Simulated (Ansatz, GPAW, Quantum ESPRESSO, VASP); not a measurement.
## Au: 8 runs at one level of theory

```
CELL_PARAMETERS angstrom
0.00000 2.03500 2.03500
2.03500 0.00000 2.03500
2.03500 2.03500 0.00000
ATOMIC_POSITIONS crystal
Au 0.00000 0.00000 0.00000
```

Alike in all runs: task band structure; functional PBE; k mesh 11 × 11 × 11; occupations fermi-dirac, width 0.05 eV; no spin polarisation; no spin-orbit coupling. Pressure is positive in compression and, in plane waves, holds the error of the finite cutoff, which Ansatz's Pulay term estimates and takes out.

| program and potentials | plane-wave cutoff (eV) | notes | pressure (GPa) |
| --- | --- | --- | --- |
| GPAW, GPAW PAW data sets (gpaw-data 1.2.1) | 600 | 11 valence electrons an atom on average | 13.31 |
| Quantum ESPRESSO, PseudoDojo 0.4.1 SR PBE standard | 1034 | 19 valence electrons an atom on average | 10.34 |
| VASP, PBE PAW files Au, release 54, 520 eV | 520 | 11 valence electrons an atom on average | 10.54 |
| Ansatz, all-electron LAPW, scalar-relativistic | - | - | 10.77 |
| GPAW, PAW data sets generated for this functional | 600 | 11 valence electrons an atom on average | 13.31 |
| Ansatz, Ansatz NC | 1034 | 19 valence electrons an atom on average; Pulay term of +0.04 GPa included | 10.86 |
| Quantum ESPRESSO, SPMS 1.0 PBE | 925 | 19 valence electrons an atom on average | 10.78 |
| VASP, PBE PAW files Au, release 54, 500 eV | 500 | 11 valence electrons an atom on average | 10.49 |

The pressure spans 10.34 (Quantum ESPRESSO, PseudoDojo 0.4.1 SR PBE standard) to 13.31 GPa (GPAW, GPAW PAW data sets (gpaw-data 1.2.1)), with all-electron results at 10.77. The cell lies far from this level's equilibrium.

Differences between rows come from potentials, basis sets and numerical settings, since the functional is the same but for its coding. Runs on potential files found faulty are left out.
